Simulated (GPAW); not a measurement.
# Al (Fm-3m) in GPAW: settings compared, part 2 of 2

GPAW 26.7.0. Earlier steps stand in the parts before.

## Step 3: Phonons, vdW-DF-cx

The input, run.py:

```python
import json
import numpy as np
from ase import Atoms
from ase.io import read, write
from phonopy import Phonopy
from phonopy.structure.atoms import PhonopyAtoms
from gpaw import GPAW, PW

atoms = read('Al.xyz')

calc = GPAW(mode=PW(600),
            xc={'name': 'vdW-DF-cx', 'backend': 'libvdwxc'},
            kpts={'size': (11, 11, 11), 'gamma': True},
            occupations={'name': 'fermi-dirac', 'width': 0.05},
            nbands=7,
            convergence={'density': 1e-06, 'eigenstates': 1e-09},
            maxiter=150,
            txt='gpaw.txt')
atoms.calc = calc
energy = atoms.get_potential_energy()
forces = atoms.get_forces()
calc.write('gs.gpw')
write('result.traj', atoms)
print('Cell:', atoms.cell.cellpar().round(4))
print(atoms.get_scaled_positions().round(5))

def force_constants(scale):
    unit = PhonopyAtoms(symbols=atoms.get_chemical_symbols(), cell=atoms.cell[:] * scale**(1 / 3),
                        scaled_positions=atoms.get_scaled_positions())
    ph = Phonopy(unit, supercell_matrix=np.diag([2, 2, 2]), primitive_matrix=np.eye(3), symprec=1e-4)
    ph.generate_displacements(distance=0.02)
    forces = []
    for i, sc in enumerate(ph.supercells_with_displacements):
        a = Atoms(sc.symbols, cell=sc.cell, scaled_positions=sc.scaled_positions, pbc=True)
        c = GPAW(mode=PW(600),
                 xc={'name': 'vdW-DF-cx', 'backend': 'libvdwxc'},
                 kpts={'size': (6, 6, 6), 'gamma': True},
                 occupations={'name': 'fermi-dirac', 'width': 0.05},
                 nbands=26,
                 convergence={'density': 1e-06, 'eigenstates': 1e-09},
                 maxiter=150,
                 txt=f'disp-{scale:.3f}-{i:02d}.txt')
        a.calc = c
        f = a.get_forces()
        forces.append(f - f.mean(axis=0))
        print(f'displacement {i}: drift', f.mean(axis=0).round(5), flush=True)
    ph.forces = forces
    ph.produce_force_constants()
    ph.symmetrize_force_constants()
    return ph

qpoints = [[0.0, 0.0, 0.0], [0.0, 0.0, 0.5], [0.0, 0.5, 0.0], [0.0, 0.5, 0.5], [0.5, 0.0, 0.0], [0.5, 0.0, 0.5], [0.5, 0.5, 0.0], [0.5, 0.5, 0.5]]
results = {}
for scale in [1.0]:
    ph = force_constants(scale)
    ph.run_qpoints(qpoints)
    nu = ph.qpoints.frequencies * 33.35641  # THz to cm^-1
    results[f'{scale:.3f}'] = nu.tolist()
    for qp, f in zip(qpoints, nu):
        print(scale, np.round(qp, 4), f.round(2))

path = atoms.cell.bandpath('GXWKGLUWLK,UX', npoints=60, eps=1e-4)
ph.run_qpoints(path.kpts)
results['path'] = (ph.qpoints.frequencies * 33.35641).tolist()
results['path_q'] = path.kpts.tolist()
x, ticks, names = path.get_linear_kpoint_axis()
results['axis'] = [x.tolist(), list(ticks), names]
ph.run_mesh([15, 15, 15], is_gamma_center=True)
ph.run_thermal_properties(temperatures=[0, 100, 200, 300, 500, 800], cutoff_frequency=0.05)
tp = ph.thermal_properties
results['thermal'] = [list(v) for v in (tp.temperatures, tp.free_energy, tp.entropy, tp.heat_capacity)]
for t, fv, s, cv in zip(*results['thermal']):
    print(f'{t:6.0f} K  F {fv:9.4f} kJ/mol  S {s:9.4f} J/K/mol  Cv {cv:9.4f} J/K/mol')
json.dump(results, open('phonons.json', 'w'))
```

The input, Al.xyz:

```xyz
1
Lattice="0.0000000000 2.0248050000 2.0248050000 2.0248050000 0.0000000000 2.0248050000 2.0248050000 2.0248050000 0.0000000000" Properties=species:S:1:pos:R:3 pbc="T T T"
Al     0.0000000000      0.0000000000      0.0000000000
```

Potentials or basis: GPAW PAW data sets (gpaw-data 1.2.1), pw.

Command:

```console
> OMP_NUM_THREADS=1 python run.py
```

gpaw.txt:

```text
__  _  _
 | _ |_)|_||  |
 |__||  | ||/\| - 26.7.0

Input parameters:
  mode=PW(ecut=600.0),
  convergence={'density': 1e-06, 'eigenstates': 1e-09},
  kpts=MonkhorstPack(size=(11, 11, 11), gamma=True),
  maxiter=150,
  nbands=7,
  occupations=Occupations(name='fermi-dirac', width=0.05),
  xc=XC(name='vdW-DF-cx', backend='libvdwxc')

Diagonalizing LCAO Hamiltonian
Converting LCAO to pw mode

       Al

Atoms  # Å, Bohr magnetons
|   | symbol |        x |        y |        z |    initial magnetic moments |
|---|--------|----------|----------|----------|-----------------------------|
| 0 |     Al | 0.000000 | 0.000000 | 0.000000 | ( 0.0000,  0.0000,  0.0000) |

Unit cell  # Å
| periodic |        x |        y |        z |  lengths |    angles |
|----------|----------|----------|----------|----------|-----------|
|      yes | 0.000000 | 2.024805 | 2.024805 | 2.863507 | 60.000000 |
|      yes | 2.024805 | 0.000000 | 2.024805 | 2.863507 | 60.000000 |
|      yes | 2.024805 | 2.024805 | 0.000000 | 2.863507 | 60.000000 |

Number of symmetries: 48
Symmetry operations  # r_c * U_cc + t_c -> r_c
|    | kind |            matrix            |
|----|------|------------------------------|
|  0 |  σ   |  1, 0, 0,  1, 0,-1,  1,-1, 0 |
|  1 |  C2  |  1, 0, 0,  1,-1, 0,  1, 0,-1 |
|  2 |  E   |  1, 0, 0,  0, 1, 0,  0, 0, 1 |
|  3 |  σ   |  1, 0, 0,  0, 0, 1,  0, 1, 0 |
|  4 |  C4  |  1, 0,-1,  1, 0, 0,  1,-1, 0 |
|  5 |  S6  |  1, 0,-1,  1,-1, 0,  1, 0, 0 |
|  6 |  σ   |  1, 0,-1,  0, 1,-1,  0, 0,-1 |
|  7 |  C3  |  1, 0,-1,  0, 0,-1,  0, 1,-1 |
|  8 |  S6  |  1,-1, 0,  1, 0, 0,  1, 0,-1 |
|  9 |  C4  |  1,-1, 0,  1, 0,-1,  1, 0, 0 |
| 10 |  C3  |  1,-1, 0,  0,-1, 1,  0,-1, 0 |
| 11 |  σ   |  1,-1, 0,  0,-1, 0,  0,-1, 1 |
| 12 |  σ   |  0, 1, 0,  1, 0, 0,  0, 0, 1 |
| 13 |  C4  |  0, 1, 0,  0, 1,-1, -1, 1, 0 |
[... 132 lines left out ...]
xc functional:
  name: vdW-DF-cx with libvdwxc
  Mode: serial
  Semilocal: GGA_X_LV_RPW86+LDA_C_PW with 2 nearest neighbor stencil
  Local blocksize: 36 x 36 x 36
  PAW datasets: PBE

convergence criteria:
- Maximum integral of absolute [dens]ity change: 1e-06 electrons / valence electron
- Maximum integral of absolute [eigenst]ate change: 1e-09 eV^2 / valence electron
- Maximum [total energy] change in last 3 cyles: 0.0005 eV / valence electron
maximum number of iterations: 150

SCF iterations
|iter     | |      energy | eigst |  dens |
|---------|-|-------------|-------|-------|
|iter:   1| |    1.871050 | -0.21 |       |
|iter:   2| |    1.870745 | -3.39 | -0.97 |
|iter:   3| |    1.870532c| -3.86 | -0.99 |
|iter:   4| |    1.870305c| -4.60 | -1.54 |
|iter:   5| |    1.870305c| -6.37 | -2.95 |
|iter:   6| |    1.870305c| -7.15 | -3.40 |
|iter:   7| |    1.870305c|-10.31c| -4.68 |
|iter:   8| |    1.870305c|-10.44c| -5.10 |
|iter:   9| |    1.870305c|-11.69c| -6.58c|

Converged in 9 steps
Energy contributions relative to reference atoms: (reference = -6603.423265)

Energy contributions:
  Kinetic:           3.056792
  Coulomb:          -1.231593
  Zero:             -0.008204
  External:          0.000000
  Xc:                0.055331
  Entropy:          -0.004041
  Spinorbit:         0.000000
  ----------------------------
  Free energy:       1.868285
  Extrapolated:      1.870305

dipole moment: (-6.943662, -6.943662, -6.943662)  # |e|*Ang

Fermi level: 7.152
Eigenvalues  # (at kpt = [0.000, 0.000, 0.000])
| band index |      eig [eV] | occ [0-2] |
|------------|---------------|-----------|
|          0 |        -3.943 |     2.000 |
|          1 |        19.711 |     0.000 |
|          2 |        19.711 |     0.000 |
|          3 |        19.711 |     0.000 |
|          4 |        21.185 |     0.000 |
|          5 |        21.185 |     0.000 |
|          6 |        21.185 |     0.000 |

No gap
No difference between direct/indirect transitions

Forces  # eV/Ang
|       x |       y |       z |
|---------|---------|---------|
| 0.00000 | 0.00000 | 0.00000 |  # Al   0

# Writing to gs.gpw (mode='')
```

stdout:

```text
Cell: [ 2.8635  2.8635  2.8635 60.     60.     60.    ]
[[0. 0. 0.]]
displacement 0: drift [ 0. -0. -0.]
1.0 [0. 0. 0.] [-0.  0.  0.]
1.0 [0.  0.  0.5] [139.02 139.02 290.44]
1.0 [0.  0.5 0. ] [139.02 139.02 290.44]
1.0 [0.  0.5 0.5] [192.74 192.74 343.66]
1.0 [0.5 0.  0. ] [139.02 139.02 290.44]
1.0 [0.5 0.  0.5] [192.74 192.74 343.66]
1.0 [0.5 0.5 0. ] [192.74 192.74 343.66]
1.0 [0.5 0.5 0.5] [139.02 139.02 290.44]
     0 K  F    3.6066 kJ/mol  S    0.0000 J/K/mol  Cv    0.0000 J/K/mol
   100 K  F    3.3784 kJ/mol  S    7.3394 J/K/mol  Cv   13.2638 J/K/mol
   200 K  F    2.0137 kJ/mol  S   19.4309 J/K/mol  Cv   20.7953 J/K/mol
   300 K  F   -0.3980 kJ/mol  S   28.3453 J/K/mol  Cv   22.9447 J/K/mol
   500 K  F   -7.3679 kJ/mol  S   40.4324 J/K/mol  Cv   24.1879 J/K/mol
   800 K  F  -21.3505 kJ/mol  S   51.9228 J/K/mol  Cv   24.6394 J/K/mol
```

disp-1.000-00.txt:

```text
__  _  _
 | _ |_)|_||  |
 |__||  | ||/\| - 26.7.0

Input parameters:
  mode=PW(ecut=600.0),
  convergence={'density': 1e-06, 'eigenstates': 1e-09},
  kpts=MonkhorstPack(size=(6, 6, 6), gamma=True),
  maxiter=150,
  nbands=26,
  occupations=Occupations(name='fermi-dirac', width=0.05),
[... 206 lines left out ...]
|        ... |               |           |
|         25 |        16.211 |     0.000 |

No gap
No difference between direct/indirect transitions

Forces  # eV/Ang
|        x |        y |        z |
|----------|----------|----------|
|  0.00000 | -0.06251 | -0.06251 |  # Al   0
|  0.00000 |  0.03594 |  0.03594 |  # Al   1
|  0.01520 | -0.00768 |  0.02071 |  # Al   2
| -0.01520 |  0.02071 | -0.00768 |  # Al   3
|  0.01520 |  0.02071 | -0.00768 |  # Al   4
| -0.01520 | -0.00768 |  0.02071 |  # Al   5
|  0.00000 |  0.00551 |  0.00551 |  # Al   6
|  0.00000 | -0.00498 | -0.00498 |  # Al   7
```

Run time: 2 min. Hardware: 1 thread of Arm Neoverse V2, shared host; peak memory 0.44 GiB.

What came out:

* Free energy: 1.8683 eV
* Band gap on the k mesh: none (metal or under the smearing width)
* Highest phonon frequency: 344 cm⁻¹

Levels at points of the mesh, in eV from the Fermi level:
| k point | band 1 | band 2 | band 3 | band 4 |
| --- | --- | --- | --- | --- |
| (0.00, 0.00, 0.00) | -11.10 | 12.56 | 12.56 | 12.56 |

Phonon frequencies in cm⁻¹ (negative: imaginary):
| q point | frequencies |
| --- | --- |
| (0.000, 0.000, 0.000) | 0 0 0 |
| (0.000, 0.000, 0.500) | 139 139 290 |
| (0.000, 0.500, 0.000) | 139 139 290 |
| (0.000, 0.500, 0.500) | 193 193 344 |
| (0.500, 0.000, 0.000) | 139 139 290 |
| (0.500, 0.000, 0.500) | 193 193 344 |
| (0.500, 0.500, 0.000) | 193 193 344 |
| (0.500, 0.500, 0.500) | 139 139 290 |

Caveat: phonon bands are interpolated from a small supercell.
